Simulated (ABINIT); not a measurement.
A run of ABINIT 10.8.3 (patched build) is set up as follows.

The input run.abi:

```
# Pseudopotentials
pp_dirpath "./"
pseudos "P.upf"

# Structure
acell 3*1.0 Angstrom
rprim
     1.7257251780     0.9963478961     3.1296800121
    -1.7257251780     0.9963478961     3.1296800121
     0.0000000000    -1.9926957921     3.1296800121
ntypat 1
znucl 15
natom 2
typat 1 1
xred
     0.7729197500     0.7729197500     0.7729197500
     0.2270802500     0.2270802500     0.2270802500

# Plane-wave basis
ecut 18.0

# k points
kptopt 1
ngkpt 7 7 7
nshiftk 1
shiftk 0.0 0.0 0.0

# Exchange and correlation
ixc -116133

# Bands and occupations
nband 9
occopt 3
tsmear 0.05 eV

# SCF cycle
nstep 100
tolvrs 1.0e-10

# Output
iomode 3
prtwf 0
prtden 0
prteig 0
prtebands 0
enunit 2
```

Potentials or basis: PseudoDojo NC SR PBEsol v0.4.1 standard.

The run is started by

```console
$ abinit run.abi > log 2>&1
```

Predict the pressure.

-2.0 GPa.

Estimate the largest force.

0.234 eV/Å.

Stress tensor (GPa, compression positive):
```
-1.35  0.00  0.00
 0.00 -1.35  0.00
 0.00  0.00 -3.34
```

Caveat: the cutoff is short for stress, so the pressure is rough.
